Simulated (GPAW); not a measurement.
# Co in GPAW: reference runs

Reference runs on Co: the cell as given.

All numbers are computed with GPAW 26.7.0; they aren't measurements. Logs are shortened: lines on timing, memory, paths and dates and some standing lists are left out, and cuts for length are marked. The log counts tension as positive stress, the text compression.

### 1 The cell of the first run

The cell holds a slab with vacuum, 5 atoms: a = 2.487 Å, b = 2.487 Å, c = 23.127 Å, α = 90.00°, β = 90.00°, γ = 120.00°.

### 2 Single point, PBE, collinear spin, ferromagnetic start (the (0 0 1) slab of Co, cut from the database cell, not relaxed)

Input file run.py:

```python
import numpy as np
from ase import Atoms
from ase.dft.bandgap import bandgap
from ase.io import write
from ase.units import Bohr
from gpaw import GPAW, PW
from gpaw.elf import elf_from_dft_calculation

atoms = Atoms(['Co', 'Co', 'Co', 'Co', 'Co'],
              cell=[[2.4873648738, 0, 0.0],
                    [-1.2436824369, 2.1541211692, 0.0],
                    [0.0, 0.0, 23.1265790068]],
              scaled_positions=[[0.66666667, 0.33333334, 0.3243021805],
                                [0.33333333, 0.66666666, 0.4086859779],
                                [0.66666667, 0.33333334, 0.5],
                                [0.33333333, 0.66666666, 0.5843837973],
                                [0.66666667, 0.33333334, 0.6756978195]],
              pbc=True)
atoms.set_initial_magnetic_moments([2.0, 2.0, 2.0, 2.0, 2.0])
atoms.pbc = (True, True, False)

calc = GPAW(mode=PW(450),
            xc='PBE',
            kpts={'size': (12, 12, 1), 'gamma': True},
            occupations={'name': 'fermi-dirac', 'width': 0.05},
            nbands=45,
            convergence={'density': 1e-05, 'energy': 1e-05},
            maxiter=150,
            poissonsolver={'dipolelayer': 'xy'},
            txt='gpaw.txt')
atoms.calc = calc
energy = atoms.get_potential_energy()
forces = atoms.get_forces()
calc.write('gs.gpw')
write('result.traj', atoms)
print(f'Energy: {energy:.6f} eV')
print('Forces (eV/A):')
print(forces.round(4))
print('Moments:', calc.get_magnetic_moments().round(3))
print('Fermi level:', round(calc.get_fermi_level(), 4), 'eV')
print(f'Gap: {bandgap(calc)[0]:.4f} eV, direct: {bandgap(calc, direct=True)[0]:.4f} eV')

v = calc.get_electrostatic_potential().mean(axis=(0, 1))
z = np.arange(len(v)) * atoms.cell[2, 2] / len(v)
ef = calc.get_fermi_level()
np.savetxt('planar.dat', np.c_[z, v], fmt='%.4f')
below, above = np.interp([1.5, atoms.cell[2, 2] - 1.5], z, v) - ef
print(f'Work functions: bottom {below:.4f} eV, top {above:.4f} eV')
print('Dipole moment:', *calc.get_dipole_moment().round(5), 'e A')

# fields on the real-space grid
write('density.cube', atoms, data=calc.get_pseudo_density() * Bohr**3)
write('potential.cube', atoms, data=calc.get_electrostatic_potential())
write('spin.cube', atoms, data=(calc.get_pseudo_density(spin=0) - calc.get_pseudo_density(spin=1)) * Bohr**3)
write('elf.cube', atoms, data=elf_from_dft_calculation(calc).data)
```

Potentials or basis: GPAW PAW data sets (gpaw-data 1.2.1), pw.

The run is started by

```console
> OMP_NUM_THREADS=1 python run.py
```

gpaw.txt:

```text
__  _  _
 | _ |_)|_||  |
 |__||  | ||/\| - 26.7.0

Input parameters:
  mode=PW(ecut=450.00000000000006),
  convergence={'density': 1e-05, 'energy': 1e-05},
  kpts=MonkhorstPack(size=(12, 12, 1), gamma=True),
  maxiter=150,
  nbands=45,
  occupations=Occupations(name='fermi-dirac', width=0.05),
  poissonsolver=PoissonSolver(dipolelayer='xy'),
  xc=XC(name='PBE')

Diagonalizing LCAO Hamiltonian
Converting LCAO to pw mode

          Co

        Co

          Co

        Co

          Co

Atoms  # Å, Bohr magnetons
|   | symbol |        x |        y |         z |    initial magnetic moments |
|---|--------|----------|----------|-----------|-----------------------------|
| 0 |     Co | 1.243682 | 0.718040 |  7.500000 | ( 0.0000,  0.0000,  2.0000) |
| 1 |     Co | 0.000000 | 1.436081 |  9.451509 | ( 0.0000,  0.0000,  2.0000) |
| 2 |     Co | 1.243682 | 0.718040 | 11.563290 | ( 0.0000,  0.0000,  2.0000) |
| 3 |     Co | 0.000000 | 1.436081 | 13.514798 | ( 0.0000,  0.0000,  2.0000) |
| 4 |     Co | 1.243682 | 0.718040 | 15.626579 | ( 0.0000,  0.0000,  2.0000) |

Unit cell  # Å
| periodic |         x |        y |         z |   lengths |     angles |
|----------|-----------|----------|-----------|-----------|------------|
|      yes |  2.487365 | 0.000000 |  0.000000 |  2.487365 |  90.000000 |
|      yes | -1.243682 | 2.154121 |  0.000000 |  2.487365 |  90.000000 |
|       no |  0.000000 | 0.000000 | 23.126579 | 23.126579 | 120.000000 |

Number of symmetries: 6
Symmetry operations  # r_c * U_cc + t_c -> r_c
|   | kind |            matrix            |
|---|------|------------------------------|
| 0 |  σ   |  1, 1, 0,  0,-1, 0,  0, 0, 1 |
| 1 |  E   |  1, 0, 0,  0, 1, 0,  0, 0, 1 |
| 2 |  C3  |  0, 1, 0, -1,-1, 0,  0, 0, 1 |
| 3 |  σ   |  0,-1, 0, -1, 0, 0,  0, 0, 1 |
| 4 |  σ   | -1, 0, 0,  1, 1, 0,  0, 0, 1 |
| 5 |  C3  | -1,-1, 0,  1, 0, 0,  0, 0, 1 |

BZ-sampling:
  Number of BZ points: 144
  Number of IBZ points: 19

  Monkhorst-Pack size: [12, 12, 1]
  Monkhorst-Pack shift: [0.041666666666666664, 0.041666666666666664, 0.0]

K-points  # in reciprocal-cell coordinates
|     |                                coordinates |     weight |
|-----|--------------------------------------------|------------|
|   0 | ( -0.00000000,  -0.00000000,   0.00000000) | 0.00694444 |
|   1 | (  0.08333333,  -0.00000000,   0.00000000) | 0.04166667 |
|   2 | (  0.16666667,  -0.08333333,   0.00000000) | 0.04166667 |
|   3 | (  0.16666667,  -0.00000000,   0.00000000) | 0.04166667 |
[... 86 lines left out ...]
- Maximum integral of absolute [dens]ity change: 1e-05 electrons / valence electron
- Maximum [total energy] change in last 3 cyles: 1e-05 eV / valence electron
- Maximum integral of absolute [eigenst]ate change: 4e-08 eV^2 / valence electron
maximum number of iterations: 150

SCF iterations
|iter     | |      energy | eigst |  dens |  magmom |
|---------|-|-------------|-------|-------|---------|
|iter:   1| |  -39.251632 | +0.37 |       | +10.0158|
|iter:   2| |  -40.861568 | -1.42 | -1.05 |  +9.9459|
|iter:   3| |  -39.762775 | -2.10 | -0.77 |  +9.9547|
|iter:   4| |  -39.290789 | -2.79 | -0.90 |  +9.9429|
|iter:   5| |  -39.001728 | -2.56 | -1.08 |  +9.8533|
|iter:   6| |  -38.857719 | -2.23 | -1.18 |  +9.7347|
|iter:   7| |  -38.825033 | -2.57 | -1.24 |  +9.6190|
|iter:   8| |  -38.831388 | -3.18 | -1.33 |  +9.5140|
|iter:   9| |  -38.860592 | -2.98 | -1.38 |  +9.3033|
|iter:  10| |  -38.914924 | -2.98 | -1.49 |  +9.0488|
|iter:  11| |  -38.968966 | -3.13 | -1.60 |  +8.7815|
|iter:  12| |  -39.117137 | -2.67 | -1.61 |  +8.6917|
|iter:  13| |  -38.981249 | -2.85 | -1.26 |  +8.6370|
|iter:  14| |  -38.962281 | -3.75 | -1.66 |  +8.5990|
|iter:  15| |  -38.964752 | -4.24 | -2.03 |  +8.5718|
|iter:  16| |  -38.972999 | -3.82 | -2.06 |  +8.5291|
|iter:  17| |  -38.967986 | -3.89 | -1.91 |  +8.5341|
|iter:  18| |  -38.969501 | -4.11 | -2.16 |  +8.5227|
|iter:  19| |  -38.966961 | -4.77 | -2.20 |  +8.5507|
|iter:  20| |  -38.969881 | -4.35 | -2.43 |  +8.5794|
|iter:  21| |  -38.965972 | -4.69 | -2.22 |  +8.5755|
|iter:  22| |  -38.966074 | -5.70 | -3.15 |  +8.5848|
|iter:  23| |  -38.965986c| -6.10 | -2.97 |  +8.5833|
|iter:  24| |  -38.965983c| -6.86 | -3.36 |  +8.5859|
|iter:  25| |  -38.965972c| -7.06 | -3.33 |  +8.5853|
|iter:  26| |  -38.965971c| -7.41c| -4.02 |  +8.5861|
|iter:  27| |  -38.965976c| -7.58c| -3.66 |  +8.5862|
|iter:  28| |  -38.965970c| -7.55c| -4.03 |  +8.5863|
|iter:  29| |  -38.965974c| -7.58c| -4.36 |  +8.5867|
|iter:  30| |  -38.965972c| -7.82c| -4.18 |  +8.5866|
|iter:  31| |  -38.965972c| -8.57c| -4.81 |  +8.5867|
|iter:  32| |  -38.965973c| -8.43c| -5.09c|  +8.5869|

Converged in 32 steps
Energy contributions relative to reference atoms: (reference = -189513.549529)

Energy contributions:
  Kinetic:          39.837790
  Coulomb:         -33.069260
  Zero:              1.254816
  External:          0.000000
  Xc:              -46.964663
  Entropy:          -0.049313
  Spinorbit:         0.000000
  ----------------------------
  Free energy:     -38.990630
  Extrapolated:    -38.965973

dipole moment: (2.239834, -1.293175, -0.002123)  # |e|*Ang

Total magnetic moment: (0.000000, 0.000000, 8.586928)

Local magnetic moments
|        x |        y |        z |
|----------|----------|----------|
| 0.000000 | 0.000000 | 1.788051 |  # Co   0
| 0.000000 | 0.000000 | 1.765412 |  # Co   1
| 0.000000 | 0.000000 | 1.719966 |  # Co   2
| 0.000000 | 0.000000 | 1.759391 |  # Co   3
| 0.000000 | 0.000000 | 1.829145 |  # Co   4

Fermi level: 1.978
Eigenvalues  # (at kpt = [-0.000, -0.000, 0.000])
| band index |      eig [eV] | occ [0-1] |      eig [eV] | occ [0-1] |
|------------|---------------|-----------|---------------|-----------|
|          0 |        -6.816 |     1.000 |        -6.802 |     1.000 |
|        ... |               |           |               |           |
|         18 |        -0.313 |     1.000 |         1.348 |     1.000 |
|         19 |         0.125 |     1.000 |         1.673 |     0.998 |
|         20 |         0.125 |     1.000 |         2.016 |     0.317 |
|         21 |         0.421 |     1.000 |         2.054 |     0.178 |
|         22 |         0.421 |     1.000 |         2.054 |     0.178 |
|         23 |         0.730 |     1.000 |         2.396 |     0.000 |
|         24 |         0.730 |     1.000 |         2.396 |     0.000 |
|         25 |         0.972 |     1.000 |         2.710 |     0.000 |
|         26 |         0.972 |     1.000 |         2.710 |     0.000 |
|         27 |         1.058 |     1.000 |         2.949 |     0.000 |
|         28 |         1.058 |     1.000 |         2.949 |     0.000 |
|         29 |         1.253 |     1.000 |         3.034 |     0.000 |
|         30 |         1.949 |     0.642 |         3.034 |     0.000 |
|         31 |         6.498 |     0.000 |         6.537 |     0.000 |
|         32 |         6.870 |     0.000 |         6.893 |     0.000 |
|        ... |               |           |               |           |
|         44 |        24.253 |     0.000 |        24.055 |     0.000 |

No gap
No difference between direct/indirect transitions
vacuum-level: 6.977  # V
Workfunctions: 5.033, 4.965 eV (top, bottom)

Forces  # eV/Ang
|        x |        y |        z |
|----------|----------|----------|
|  0.00000 |  0.00000 | -0.09345 |  # Co   0
| -0.00000 |  0.00000 |  0.30951 |  # Co   1
|  0.00000 | -0.00000 | -0.61794 |  # Co   2
| -0.00000 |  0.00000 |  0.92403 |  # Co   3
|  0.00000 |  0.00000 | -0.52278 |  # Co   4

# Writing to gs.gpw (mode='')
```

stdout:

```text
Energy: -38.965973 eV
Forces (eV/A):
[[ 0.      0.     -0.0934]
 [-0.      0.      0.3095]
 [ 0.     -0.     -0.6179]
 [-0.      0.      0.924 ]
 [ 0.      0.     -0.5228]]
Moments: [1.788 1.765 1.72  1.759 1.829]
Fermi level: 1.9777 eV
Gap: 0.0000 eV, direct: 0.0000 eV
Work functions: bottom 4.9645 eV, top 5.0330 eV
Dipole moment: 2.23983 -1.29317 -0.00212 e A
```

It took 3.8 min on 1 thread of Arm Neoverse V2, shared host; peak memory 0.27 GiB.

Results:

```yaml
Free_energy: -38.9906 eV
Largest_force: 0.924 eV/Å
Band_gap_on_the_k_mesh: none (metal or under the smearing width)
Net_moment: 8.59 μB per cell
Site_moments: Co +1.79, +1.77, +1.72, +1.76, +1.83 μB
Dipole_across_the_slab: 0.00 e·Å
Work_function_of_the_upper_face: 5.03 eV
Work_function_of_the_lower_face: 4.96 eV
```

Forces on the atoms (eV/Å):
```
Co   0.000  0.000 -0.093
Co   0.000  0.000  0.310
Co   0.000  0.000 -0.618
Co   0.000  0.000  0.924
Co   0.000  0.000 -0.523
```

Levels at points of the mesh, in eV from the Fermi level:
Spin up:
```csv
k point,band 23,band 24,band 25,band 26,band 27,band 28,band 29,band 30,band 31,band 32
"(0.00, 0.00, 0.00)",-1.56,-1.25,-1.25,-1.01,-1.01,-0.92,-0.92,-0.72,-0.03,4.52
"(0.50, 0.50, 0.00)",-0.60,-0.55,-0.51,0.93,1.03,1.65,2.55,3.07,6.59,6.73
```
Spin down:
```tsv
k point	band 16	band 17	band 18	band 19	band 20	band 21
(0.00, 0.00, 0.00)	-0.74	-0.74	-0.63	-0.63	-0.30	0.04
(0.50, 0.50, 0.00)	0.11	0.54	0.62	0.72	1.16	1.24
```
